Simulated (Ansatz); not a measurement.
**Ge: single point with PBE**

Ge:

```
Ge
1.0
    -1.60842    1.60842    1.87318
     1.60842   -1.60842    1.87318
     1.60842    1.60842   -1.87318
Ge
1
Direct
  0.50000 0.50000 0.00000
```

The cell was built by a generator and needn't be a form met in nature.

```json
{
 "Program": "Ansatz 0.2.0",
 "Task": "single point",
 "Functional": "PBE",
 "Potentials or basis": "Ansatz PAW",
 "Cutoff": "420 eV (not typed: the program's choice for these potentials)",
 "k mesh": "12 × 12 × 12",
 "Occupations": "gaussian, width 0.029 eV",
 "Spin": "no spin polarisation"
}
```

```json
{
  "Pressure": "0.8 GPa",
  "Band gap on the k mesh": "none (metal or under the smearing width)"
}
```

Stress tensor (GPa, compression positive):
```
0.52 0.00 0.00
0.00 0.52 0.00
0.00 0.00 1.46
```

Levels at points of the mesh, in eV from the Fermi level:
```
              k point  band 5  band 6  band 7  band 8  band 9  band 10
   (0.00, 0.00, 0.00)  -24.73  -13.04    8.51    8.81    8.81    13.74
  (0.00, 0.00, -0.50)  -24.68   -6.74   -4.86    3.08    4.57     7.66
  (0.00, -0.50, 0.00)  -24.70   -7.81   -5.40    5.03    7.26    10.22
(-0.50, -0.50, -0.50)  -24.69   -3.62   -2.49    0.68    0.68     4.41
```

Run time: 1 s on 2 threads of Arm Neoverse V2, on a shared host, peak memory 0.29 GiB.
